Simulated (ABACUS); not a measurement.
Input of an ABACUS 3.10.1 run:

Contents of INPUT:

```
INPUT_PARAMETERS
suffix              Li
calculation         scf
basis_type          pw
pseudo_dir          ./
symmetry            1
dft_functional      pbe
ecutwfc             74
pseudo_rcut         10
nspin               1
nbands              6
ks_solver           dav
smearing_method     fd
smearing_sigma      0.00367493
scf_thr             1e-08
scf_nmax            100
mixing_type         broyden
mixing_beta         0.7
cal_force           1
cal_stress          1
out_chg             1
out_pot             2
out_elf             1
```

The input STRU:

```
ATOMIC_SPECIES
Li 6.9400 Li.upf

LATTICE_CONSTANT
1.8897261246

LATTICE_VECTORS
-1.7546500000 1.7546500000 1.7546500000
1.7546500000 -1.7546500000 1.7546500000
1.7546500000 1.7546500000 -1.7546500000

ATOMIC_POSITIONS
Direct

Li
0.0
1
0.0000000000 0.0000000000 0.0000000000 1 1 1
```

KPT

```
K_POINTS
0
Gamma
11 11 11 0 0 0
```

Potentials or basis: PseudoDojo NC SR 0.4.1 PBE standard, plane waves.

The run is started by

```console
$ OMP_NUM_THREADS=1 mpirun -np 4 abacus > log
```

**Question.** Predict the pressure.

**Answer.** -0.8 GPa.

**Question.** Predict the band gap on the k mesh.

**Answer.** None (metal or under the smearing width).
